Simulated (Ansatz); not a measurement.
This GePt structure is the end of a relaxation. The cell was found from a structure generator's guess, not taken from experiment.

Computed with Ansatz 0.2.0, DFT PBE, scalar-relativistic, plane waves, PAW. Cutoff 420 eV, Γ-centred mesh, Gaussian smearing, no spin polarisation.

```cif
data_structure
_symmetry_space_group_name_H-M 'P 1'
_symmetry_Int_Tables_number 1
_cell_length_a 2.8059
_cell_length_b 2.8059
_cell_length_c 5.0890
_cell_angle_alpha 90.000
_cell_angle_beta 90.000
_cell_angle_gamma 120.000
_cell_volume 34.70
loop_
_atom_site_label
_atom_site_type_symbol
_atom_site_fract_x
_atom_site_fract_y
_atom_site_fract_z
_atom_site_occupancy
Ge1 Ge 0.00000 0.00000 0.00000 1
Pt1 Pt 0.00000 0.00000 0.50000 1
```

Energies over the elements count from the elements' standard structures at the same level, with no fitted energy shifts.

(1) What space group does it have?

(2) How far does it lie from the elements in energy?

(3) Is it a metal?

## Answers

(1) P6/mmm (No. 191). Conventional cell: a = 2.806 Å, c = 5.089 Å. Around Ge lie 2 Pt at 2.54 Å and 6 Ge at 2.81 Å; around Pt lie 2 Ge at 2.54 Å and 6 Pt at 2.81 Å.

(2) −0.02 eV/atom. The formation energy is too near zero to say whether this cell lies below the elements.

(3) Yes, bands cross the Fermi level on the 24×24×12 mesh.

The last run used a 24×24×12 mesh (in the run's order of axes) for its 2-atom cell and Gaussian smearing of 0.10 eV. For metals, differences of a few meV/atom aren't resolved. Spin–orbit coupling, which can matter for Pt, is left out. A structure relaxed within its symmetry needn't be a true minimum. Another cell of GePt relaxed alike, in Pnma (a cell as deposited in COD), lies 0.45 eV/atom lower, so this cell isn't the stable form at this level.
